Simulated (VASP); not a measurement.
## SnO2 (Cassiterite): single point with LDA

SnO2 (Cassiterite):

```
CELL_PARAMETERS angstrom
4.73800 0.00000 0.00000
0.00000 4.73800 0.00000
0.00000 0.00000 3.18650
ATOMIC_POSITIONS crystal
Sn 0.50834 0.50329 0.50865
Sn 0.99488 0.01355 0.99922
O 0.81092 0.18267 0.50043
O 0.69822 0.68130 0.06183
O 0.20152 0.81032 0.49333
O 0.29707 0.32083 0.00161
```

The cell isn't the ideal one: grid = ENCUT=900 k=7x7x10 ISMEAR=0 SIGMA=0.05 PREC=Accurate EDIFF=1e-08 LREAL=False ADDGRID=False LASPH=True; atoms moved at random, drawn with an rms of 0.1 Å.

| Item | Value |
| --- | --- |
| Program | VASP 6.6.1 |
| Task | single point |
| Functional | LDA |
| Potentials or basis | VASP PAW LDA potentials, release 64 (Sn_d, O) |
| Cutoff | 900 eV |
| k mesh | 7 × 7 × 10 |
| Occupations | gaussian, width 0.05 eV |
| Spin | no spin polarisation |

```
Pressure               : 3.2 GPa
Largest force          : 3.687 eV/Å
Band gap on the k mesh : 1.10 eV, direct
```

Forces on the atoms (eV/Å):
```
Sn  -1.679 -0.761  2.123
Sn   1.481 -1.870  0.056
O   -1.300  1.034  0.298
O    1.519  1.383 -3.062
O   -0.342  0.423  0.543
O    0.320 -0.210  0.042
```

Stress tensor (GPa, compression positive):
```
 2.01  0.84 -3.34
 0.84  1.85 -3.39
-3.34 -3.39  5.77
```

Levels at points of the mesh, in eV from the valence-band top:
```
           k point  band 22  band 23  band 24  band 25  band 26  band 27  band 28  band 29  band 30  band 31
(0.00, 0.00, 0.00)    -1.39    -1.15    -0.94    -0.85     0.00     1.10     5.64     5.99     6.11    10.07
(0.00, 0.00, 0.50)    -2.63    -2.08    -1.73    -1.35    -1.08     5.72     6.13     8.98     9.34    10.08
```

Run time: 27 min on 1 thread of Intel(R) Xeon(R) Platinum 8259CL CPU @ 2.50GHz (Skylake/Cascade Lake), with other jobs on the host, peak memory 1 GiB.

Caveat: spin-orbit coupling is left out, which moves the levels of the heavy elements.
